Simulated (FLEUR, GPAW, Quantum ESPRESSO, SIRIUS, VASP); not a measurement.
# Au: energy against volume and a worked fit

Symmetry: Fm-3m, No. 225, cubic system. Conventional cell: a = 4.070 Å, b = 4.070 Å, c = 4.070 Å, α = 90.00°, β = 90.00°, γ = 90.00°. Au (site symmetry m-3m) has 12 Au at 2.88 Å as nearest neighbours.

The cell was scaled at fixed shape and fractions and run with Quantum ESPRESSO, PseudoDojo 0.4.1 SR PBEsol standard, cutoff 1034 eV; PBEsol, k mesh 11 × 11 × 11 on the cell of 1 atom, fermi-dirac occupations of 0.05 eV, no spin polarisation, no spin-orbit coupling. Energies are those that the program minimises, any entropy of the smearing included. For a metal such a mesh isn't converged to the digits shown.

```csv
V (Å³/atom),energy over the lowest row (meV/atom)
15.8435,47.97
16.1806,22.33
16.5177,6.75
16.8548,0.00
17.1919,?
17.5290,8.75
17.8661,22.43
```

Q: Fit the third-order Birch-Murnaghan form, give V0, B0 and B′, and predict the energy left open.

A: With y = (V0/V)^(2/3), E = E0 + (9 V0 B0/16) [(y - 1)³ B′ + (y - 1)² (6 - 4y)]. Least squares through the rows shown give V0 = 16.9760 Å³/atom, E0 = -0.48 meV, B0 = 176.3 GPa (1 eV/Å³ = 160.218 GPa) and B′ = 5.68, with a largest miss of 0.02 meV. At V = 17.1919 the form with these constants gives 0.99 meV; the run gave 0.99 meV an atom. Other set-ups at this level, from all their volumes (Å³/atom, GPa): FLEUR, all-electron, FLAPW: V0 17.000, B0 175.4; GPAW, PAW data sets generated for this functional: V0 17.287, B0 173.3; SIRIUS, all-electron FP-LAPW, apw+lo standard: V0 17.004, B0 177.8; VASP, PBE PAW files Au, 520 eV (made for PBE): V0 16.997, B0 175.6. Measured volume: 16.95 Å³/atom at 298 K (arxiv:1805.06931), so the fit lies +0.2 % from it. Measured modulus: 167 GPa (pmc:11102561, doi:10.1038/s41598-024-61861-2), so the fit lies +5.6 % from it. The runs are for a static lattice.

The energy well is anharmonic: from the fitted minimum, compression costs more than an equal expansion, as the positive B′ requires. In gold the nearly full 5d shells overlap and repel strongly at short distance, while the cohesion from the 6s electrons and their mixing with 5d weakens more gradually on stretching. Relativistic contraction of 6s strengthens this bonding and helps explain why so heavy a noble metal is stiff.

Thermal expansion would move the calculated volume further above the room-temperature measurement, whereas thermal softening would bring the modulus closer to it. The very small volume error therefore probably flatters the functional slightly, and the modulus error overstates its stiffness. The two all-electron volumes nearly coincide, so the larger GPAW value probably reflects its atomic data set rather than PBEsol itself. The correctly predicted energy lies inside the fitted range and close to the minimum; it supports the interpolation but hardly tests B′ or the behaviour under strong compression.
